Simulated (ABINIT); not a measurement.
# SiC (Moissanite) (P6_3mc) in ABINIT: settings compared, part 2 of 2

ABINIT 10.8.3 (patched build). Earlier steps stand in the parts before.

### Step 3. Single point, LDA

run.abi reads:

```
# Pseudopotentials
pp_dirpath "./"
pseudos "Si.hgh, C.hgh"

# Structure
acell 3*1.0 Angstrom
rprim
     3.0760000000     0.0000000000     0.0000000000
    -1.5380000000     2.6638941420     0.0000000000
     0.0000000000     0.0000000000     5.0480000000
ntypat 2
znucl 14 6
natom 4
typat 1 1 2 2
xcart
     2.9063987800     1.6780101176     4.7696687386
    -0.0000000003     3.3560202358     0.0000000000
     2.9063987800     1.6780101176     8.4423136672
    -0.0000000003     3.3560202358     3.6726449287

# Plane-wave basis
ecut 28.0

# k points
kptopt 1
ngkpt 8 8 4
nshiftk 1
shiftk 0.0 0.0 0.0

# Exchange and correlation
ixc 7

# Bands and occupations
nband 12
occopt 3
tsmear 0.00183747

# SCF cycle
nstep 100
tolvrs 1.0e-10

# Output
iomode 3
prtwf 0
prtden 0
prteig 0
prtebands 0
enunit 1
```

Potentials or basis: HGH LDA.

The run is started by

```sh
abinit run.abi > log 2>&1
```

run.abo:

```text
.Version 10.8.3 of ABINIT
 Symmetries : space group P6_3 m c (#186); Bravais hP (primitive hexag.)
================================================================================
 Values of the parameters that define the memory need of the present run
     intxc =       0    ionmov =       0      iscf =       7    lmnmax =       3
     lnmax =       3     mgfft =      48  mpssoang =       2    mqgrid =    3001
     natom =       4  nloc_mem =       1    nspden =       1   nspinor =       1
    nsppol =       1      nsym =      12    n1xccc =       0    ntypat =       2
    occopt =       3   xclevel =       1
       mpw =        1990          nfft =       43200          nkpt =          30
================================================================================
================================================================================

--------------------------------------------------------------------------------
------------- Echo of variables that govern the present computation ------------
--------------------------------------------------------------------------------
 -outvars: echo values of preprocessed input variables --------
            acell      1.8897261259E+00  1.8897261259E+00  1.8897261259E+00 Bohr
              amu      2.80855000E+01  1.20110000E+01
             ecut      2.80000000E+01 Hartree
           enunit           1
              ixc           7
         kptrlatt        8    0    0      0    8    0      0    0    4
          kptrlen      3.81573499E+01
            natom           4
            nband          12
            ngfft          30      30      48
             nkpt          30
            nstep         100
             nsym          12
           ntypat           2
           occopt           3
           prtden           0
        prtebands           0
           prteig           0
            prtwf           0
            rprim      3.0760000000E+00  0.0000000000E+00  0.0000000000E+00
                      -1.5380000000E+00  2.6638941420E+00  0.0000000000E+00
                       0.0000000000E+00  0.0000000000E+00  5.0480000000E+00
          spgroup         186
           tolvrs      1.00000000E-10
           tsmear      1.83747000E-03 Hartree
            typat      1  1  2  2
           xangst      1.5379999995E+00  8.8796471310E-01  2.5240000000E+00
                      -5.1493427444E-10  1.7759294271E+00  0.0000000000E+00
                       1.5379999995E+00  8.8796471310E-01  4.4674799987E+00
                      -5.1493427444E-10  1.7759294271E+00  1.9434799987E+00
            xcart      2.9063987807E+00  1.6780101172E+00  4.7696687418E+00
                      -9.7308475154E-10  3.3560202362E+00  0.0000000000E+00
                       2.9063987807E+00  1.6780101172E+00  8.4423136704E+00
                      -9.7308475154E-10  3.3560202362E+00  3.6726449287E+00
             xred      6.6666666633E-01  3.3333333300E-01  5.0000000000E-01
                       3.3333333300E-01  6.6666666633E-01  0.0000000000E+00
                       6.6666666633E-01  3.3333333300E-01  8.8499999973E-01
                       3.3333333300E-01  6.6666666633E-01  3.8499999973E-01
            znucl       14.00000    6.00000

================================================================================

 chkinp: Checking input parameters for consistency.

================================================================================
== DATASET  1 ==================================================================

--- !DatasetInfo
iteration_state: {dtset: 1, }
dimensions: {natom: 4, nkpt: 30, mband: 12, nsppol: 1, nspinor: 1, nspden: 1, mpw: 1990, }
[... 92 lines left out ...]
- [ -0.00000000E+00,  -0.00000000E+00,   1.40000439E-02, ]
- [ -0.00000000E+00,  -0.00000000E+00,   1.40000439E-02, ]
- [ -1.85290831E-28,  -1.06977711E-28,  -1.40000439E-02, ]
- [  1.85290831E-28,   1.06977711E-28,  -1.40000439E-02, ]
force_length_stats: {min:   1.40000439E-02, max:   1.40000439E-02, mean:   1.40000439E-02, }
...

 Integrated electronic density in atomic spheres:
 ------------------------------------------------
 Atom  Sphere_radius  Integrated_density
    1        2.00000          1.96307762
    2        2.00000          1.96307762
    3        2.00000          4.21818671
    4        2.00000          4.21818671
================================================================================

 ----iterations are completed or convergence reached----

 Mean square residual over all n,k,spin=   10.278E-08; max=  11.430E-06
 reduced coordinates (array xred) for    4 atoms
       0.666666666331      0.333333332997      0.500000000000
       0.333333332998      0.666666666330      0.000000000000
       0.666666666331      0.333333332997      0.884999999735
       0.333333332998      0.666666666330      0.384999999735
 rms dE/dt=  7.7106E-02; max dE/dt=  1.3360E-01; dE/dt below (all hartree)
    1       0.000000000000      0.000000000000     -0.133497933613
    2       0.000000000000      0.000000000000     -0.133497933613
    3       0.000000000000      0.000000000000      0.133604353962
    4      -0.000000000000      0.000000000000      0.133604353962

 cartesian coordinates (angstrom) at end:
    1      1.53799999948507     0.88796471310302     2.52400000000000
    2     -0.00000000051493     1.77592942710302     0.00000000000000
    3      1.53799999948507     0.88796471310302     4.46747999866157
    4     -0.00000000051493     1.77592942710302     1.94347999866157

 cartesian forces (hartree/bohr) at end:
    1     -0.00000000000000    -0.00000000000000     0.01400004392521
    2     -0.00000000000000    -0.00000000000000     0.01400004392521
    3     -0.00000000000000    -0.00000000000000    -0.01400004392521
    4      0.00000000000000     0.00000000000000    -0.01400004392521
 frms,max,avg= 8.0829291E-03 1.4000044E-02   0.000E+00  0.000E+00 -5.578E-06 h/b

 cartesian forces (eV/Angstrom) at end:
    1     -0.00000000000000    -0.00000000000000     0.71991120388163
    2     -0.00000000000000    -0.00000000000000     0.71991120388163
    3     -0.00000000000000    -0.00000000000000    -0.71991120388163
    4      0.00000000000000     0.00000000000000    -0.71991120388163
 frms,max,avg= 4.1564093E-01 7.1991120E-01   0.000E+00  0.000E+00 -2.868E-04 e/A
 length scales=  1.889726125908  1.889726125908  1.889726125908 bohr
              =  1.000000000000  1.000000000000  1.000000000000 angstroms
 Fermi (or HOMO) energy (eV) =  11.76665   Average Vxc (eV)= -11.08683
 Eigenvalues (   eV  ) for nkpt=  30  k points:
 kpt#   1, nband= 12, wtk=  0.00391, kpt=  0.0000  0.0000  0.0000 (reduced coord)
  -5.08908   -1.53787    1.84863    9.02012    9.02012   10.31927   10.31927   10.59229
  15.13543   16.61433   16.95568   16.95568
 prteigrs : prtvol=0 or 1, do not print more k-points.

--- !EnergyTerms
iteration_state     : {dtset: 1, }
comment             : Components of total free energy in Hartree
kinetic             :  1.20360678061927E+01
hartree             :  2.33035481402830E+00
xc                  : -6.05565517597983E+00
Ewald energy        : -2.08945945887505E+01
psp_core            : -5.89955602338429E-01
local_psp           : -8.59239229640214E+00
non_local_psp       :  2.40010319532500E+00
internal            : -1.93660718479249E+01
'-kT*entropy'       : -4.37332487913207E-14
total_energy        : -1.93660718479250E+01
total_energy_eV     : -5.26977661121305E+02
band_energy         :  2.59079097475083E+00
...

 Cartesian components of stress tensor (hartree/bohr^3)
  sigma(1 1)=  4.90301162E-04  sigma(3 2)=  0.00000000E+00
  sigma(2 2)=  4.90301162E-04  sigma(3 1)=  0.00000000E+00
  sigma(3 3)=  6.16555194E-04  sigma(2 1)=  0.00000000E+00

-Cartesian components of stress tensor (GPa)         [Pressure= -1.5663E+01 GPa]
- sigma(1 1)=  1.44251582E+01  sigma(3 2)=  0.00000000E+00
- sigma(2 2)=  1.44251582E+01  sigma(3 1)=  0.00000000E+00
- sigma(3 3)=  1.81396801E+01  sigma(2 1)=  0.00000000E+00

== END DATASET(S) ==============================================================
================================================================================

 -outvars: echo values of variables after computation  --------
            acell      1.8897261259E+00  1.8897261259E+00  1.8897261259E+00 Bohr
           etotal     -1.9366071848E+01
            fcart     -0.0000000000E+00 -0.0000000000E+00  1.4000043925E-02
                      -0.0000000000E+00 -0.0000000000E+00  1.4000043925E-02
                      -1.8529083071E-28 -1.0697771099E-28 -1.4000043925E-02
                       1.8529083071E-28  1.0697771099E-28 -1.4000043925E-02
            rprim      3.0760000000E+00  0.0000000000E+00  0.0000000000E+00
                      -1.5380000000E+00  2.6638941420E+00  0.0000000000E+00
                       0.0000000000E+00  0.0000000000E+00  5.0480000000E+00
           strten      4.9030116195E-04  4.9030116190E-04  6.1655519415E-04
                       0.0000000000E+00  0.0000000000E+00  0.0000000000E+00
           xangst      1.5379999995E+00  8.8796471310E-01  2.5240000000E+00
                      -5.1493427444E-10  1.7759294271E+00  0.0000000000E+00
                       1.5379999995E+00  8.8796471310E-01  4.4674799987E+00
                      -5.1493427444E-10  1.7759294271E+00  1.9434799987E+00
             xred      6.6666666633E-01  3.3333333300E-01  5.0000000000E-01
                       3.3333333300E-01  6.6666666633E-01  0.0000000000E+00
                       6.6666666633E-01  3.3333333300E-01  8.8499999973E-01
                       3.3333333300E-01  6.6666666633E-01  3.8499999973E-01
 Calculation completed.
```

It took 12 s on 1 thread of Arm Neoverse V2, shared host; peak memory 0.07 GiB.

What came out:

| Quantity | Value |
| --- | --- |
| Free energy | -526.9777 eV |
| Largest force | 0.720 eV/Å |
| Band gap on the k mesh | 2.46 eV, indirect (least direct gap 3.97 eV) |
| Valence electrons inside the program's atomic spheres | Si 1.96; C 4.22 |

Forces in eV/Å, atoms in the order of the input:
```
Si   0.000  0.000  0.720
Si   0.000  0.000  0.720
C    0.000  0.000 -0.720
C    0.000  0.000 -0.720
```

Caveat: the cutoff is too short for stress, so the log's stress isn't used; HGH potentials are hard and often keep d shells in the core, so these values are rough.
